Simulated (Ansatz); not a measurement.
**Structure types of Zr compared at 1.8 GPa**

Structure types of Zr are relaxed in primitive cells with their symmetry kept at 1.8 GPa, first on PAW files, then by LAPW. The enthalpy is E + pV at zero temperature, without zero-point motion. Only the types listed were tried, and differences under about 5 meV/atom are mesh noise. Not among the end structures: fcc, bcc, which may lie lower.

Level of theory: DFT with PBE, scalar-relativistic, in Ansatz 0.2.0; Fermi–Dirac smearing of 0.05 eV, no spin polarisation. LAPW: all electrons, basis error target 0.5 meV/atom; PAW: frozen-core files, cutoff 420 eV.

k meshes: hcp 14×14×8, diamond 11×11×11, omega 7×7×10, simple hexagonal 14×14×13.

Order the types by LAPW enthalpy, lowest first.
A. omega
B. diamond
C. simple hexagonal
D. hcp

A (0 meV/atom), D (6 meV/atom), C (375 meV/atom), B (2489 meV/atom).

```csv
start type,ends as,"a, b, c (Å)",V (Å³/atom),"H − H(lowest), LAPW (meV/atom)","same, PAW"
hcp,"hcp, P6_3/mmc","3.210, 3.210, 5.146",22.96,6.0,6.2
diamond,"diamond, Fd-3m","6.182, 6.182, 6.182",29.53,2489.1,2488.7
omega,"omega, P6/mmm","5.011, 5.011, 3.129",22.68,0.0,0.0
simple hexagonal,"simple hexagonal, P6/mmm","2.998, 2.998, 3.001",23.36,374.7,374.6
```
